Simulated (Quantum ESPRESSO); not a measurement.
# FeO: zone-centre phonons under several settings

```
Fe O
1.0
     1.51768    0.87623    2.51579
    -1.51768    0.87623    2.51579
     0.00000   -1.75247    2.51579
Fe O
1 1
Direct
  0.00000 0.00000 0.00000
  0.50000 0.50000 0.50000
```

All runs used Quantum ESPRESSO 7.5; potentials PseudoDojo 0.4.1 SR PBEsol standard; k mesh 4 × 4 × 4, shifted; collinear spin, ferromagnetic start; cutoff 1225 eV; occupations fermi-dirac, width 0.05 eV.

| level | geometry | volume (Å³/atom) | pressure (GPa) | lowest optical mode without the field (cm⁻¹) | highest optical mode without the field (cm⁻¹) |
| --- | --- | --- | --- | --- | --- |
| PBEsol | relaxed at 0 GPa | 9.52 | 0.0 | 209 | 306 |
| PBEsol | relaxed at 5 GPa | 9.31 | 5.0 | 230 | 329 |
| PBEsol | relaxed at 10 GPa | 9.11 | 10.0 | 249 | 350 |
| PBEsol | relaxed at 20 GPa | 8.78 | 19.9 | 280 | 387 |
| PBEsol | relaxed at 40 GPa | ? | 39.9 | ? | ? |

Question: What stands in the row left open?

Answer: Volume 8.22 Å³/atom; lowest optical mode without the field 307 cm⁻¹; highest optical mode without the field 457 cm⁻¹.

Caveats: all runs use coarse meshes; the mesh is thin for the phonons of a metal; before the sum rule the acoustic modes lie tens of cm⁻¹ from zero, a sign that the density grid also shifts the optical modes; a cell with one magnetic atom can't hold antiferromagnetic order, which such compounds often take; the cell is more than 3 GPa from zero pressure, which shifts response properties (some runs); the volume moved by over 15 % at a fixed basis, so the end points are rough (some runs).

For the row left open. Caveat: the k mesh is coarse (spacing up to 0.63 Å⁻¹), so the values aren't converged; the mesh is thin for the phonons of a metal; the volume moved by over 15 % at a fixed basis, so the end points are rough; the cell is more than 3 GPa from zero pressure, which shifts response properties; before the sum rule the acoustic modes lie tens of cm⁻¹ from zero, a sign that the density grid also shifts the optical modes; a cell with one magnetic atom can't hold antiferromagnetic order, which such compounds often take.
